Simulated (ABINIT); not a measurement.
Runs of ABINIT 10.8.3 (patched build) on AlN. Symmetry: P6_3mc, No. 186, hexagonal system. Conventional cell: a = 3.113 Å, b = 3.113 Å, c = 4.981 Å, α = 90.00°, β = 90.00°, γ = 120.00°. Al (site symmetry 3m) is surrounded by 4 N at 1.89 Å. N (site symmetry 3m) has 4 Al at 1.89 Å as nearest neighbours. 

```csv
task,level,potentials or basis,cell,k mesh,cutoff (eV),smearing,cell freedom (optcell),optimiser (ionmov),cutoff smearing ecutsm (Ha),force stop (Ha/bohr),stop of the response cycle (tolvrs),gap on the mesh (eV),pressure (GPa),relaxed volume (Å³/atom),largest force (eV/Å)
relaxation of cell and atoms,PBE,PseudoDojo NC SR PBE v0.4.1 standard,relaxed,8 × 8 × 4,1143,fermi-dirac 0.05 eV,2,2,0.5,2e-05,-,4.06,0.0,10.63,-
single point,LDA,PseudoDojo NC SR LDA v0.4.1 standard,as given,8 × 8 × 4,980,fermi-dirac 0.05 eV,-,-,-,-,-,4.26,-6.3,-,0.11
Berry-phase polarisation,PBE,PseudoDojo NC SR PBE v0.4.1 standard,as given,8 × 8 × 4,980,fixed,-,-,-,-,-,-,(a),-,0.13
dielectric tensor,LDA,PseudoDojo NC SR LDA v0.4.1 standard,as given,"8 × 8 × 4, shifted",980,fixed,-,-,-,-,1e-10,-,-6.3,-,0.11
relaxation of cell and atoms,PBEsol,PseudoDojo NC SR PBEsol v0.4.1 standard,relaxed,8 × 8 × 4,1143,fermi-dirac 0.05 eV,2,2,0.5,2e-05,-,4.10,0.0,(b),-
single point,PBEsol,PseudoDojo NC SR PBEsol v0.4 stringent,as given,8 × 8 × 4,980,fermi-dirac 0.05 eV,-,-,-,-,-,4.14,-0.3,-,0.13
single point,PBE,PseudoDojo NC SR PBE v0.4.1 standard,as given,8 × 8 × 4,1143,fermi-dirac 0.05 eV,-,-,-,-,-,4.22,3.4,-,0.13
one-shot levels of the hybrid B3LYP,PBEsol,PseudoDojo NC SR PBEsol v0.4 stringent,as given,6 × 6 × 4,980,fixed,-,-,-,-,-,4.14,-,-,-
```

Alike in all rows: no spin polarisation.

**Question.** Fill in the values left out.

**Answer.** (a) 2.9; (b) 10.46.

Caveats: the cell is more than 3 GPa from zero pressure, which shifts response properties (some runs).

A k mesh can miss the band edges.

Not every run made on this cell is shown here.
